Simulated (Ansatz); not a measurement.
The guess for PtS₂ was made by a generator: random cell by space group and Wyckoff sites (Pbam, No. 55). Lengths were set from tabulated atomic sizes, so they are only a guess.

```yaml
crystal:
  lattice:
    - [4.44887, 0.00000, 0.00000]
    - [0.00000, 8.09107, 0.00000]
    - [0.00000, 0.00000, 4.19774]
  atoms:
    - { symbol: Pt, position: [0.50000, 0.00000, 0.50000] }
    - { symbol: Pt, position: [0.00000, 0.50000, 0.50000] }
    - { symbol: S, position: [0.35205, 0.26915, 0.50000] }
    - { symbol: S, position: [0.64795, 0.73085, 0.50000] }
    - { symbol: S, position: [0.85205, 0.23085, 0.50000] }
    - { symbol: S, position: [0.14795, 0.76915, 0.50000] }
```

These are results of DFT PBE, scalar-relativistic, plane waves, PAW in Ansatz 0.2.0, not measurements. Cutoff 420 eV, Gaussian smearing, Γ-centred meshes. Cell and atoms relax first on a coarse mesh and then on a finer one. In between, the cell is made exact in the group found at 0.06 Å. In metals the finer mesh still leaves noise of several meV/atom or more. The steps can't lower the symmetry of their start. No spin polarisation in the relaxation; trial moments died out in a coarse test.

A guess keeps its type if space group and coordination stay and the shape of the cell changes little (axis ratios within about 15 %, angles within 6°); the volume may change.

Q: Does this structure survive the relaxation?

A: It doesn't keep its type. The symmetry goes from Pbam (No. 55) to Cmmm (No. 65), and the primitive cell from 6 to 3 atoms. The volume per atom shrinks by 24.3 %, from 25.2 to 19.1 Å³. The shortest distance goes from 2.25 Å (S–S) to 2.42 Å (Pt–S). Counting neighbours within 15 % of an atom's shortest distance, the start has Pt 4, S 4 and the end Pt 6, S 6. In detail, at the end around Pt lie 4 S at 2.42 Å and 2 Pt at 2.69 Å; around S lie 2 Pt at 2.42 Å and 4 S at 2.60–2.69 Å.

```yaml
crystal:
  lattice:
    - [2.60165, -4.08535, 0.00000]
    - [2.60165, 4.08535, 0.00000]
    - [0.00000, 0.00000, 2.69187]
  atoms:
    - { symbol: Pt, position: [0.50000, 0.50000, 0.50000] }
    - { symbol: S, position: [0.00000, 0.50000, 0.50000] }
    - { symbol: S, position: [0.50000, 0.00000, 0.50000] }
```

The zero of energy is the elements' standard structures at the same level; no fitted shifts are applied.

Q: At what energy does it end?

A: +0.32 eV/atom. It can't be a ground state, since the elements alone are lower.

The last run used a 12×12×16 mesh (in the run's order of axes) for its 3-atom cell and Gaussian smearing of 0.10 eV. Spin–orbit coupling, which can matter for Pt, is left out. The reference form of S is held partly by dispersion forces, which this level lacks. Symmetry constrained the relaxation, so the result can be a saddle point. Another cell of PtS2 relaxed alike, in P-3m1 (a cell as deposited in COD), lies 0.69 eV/atom lower, so this cell isn't the stable form at this level.
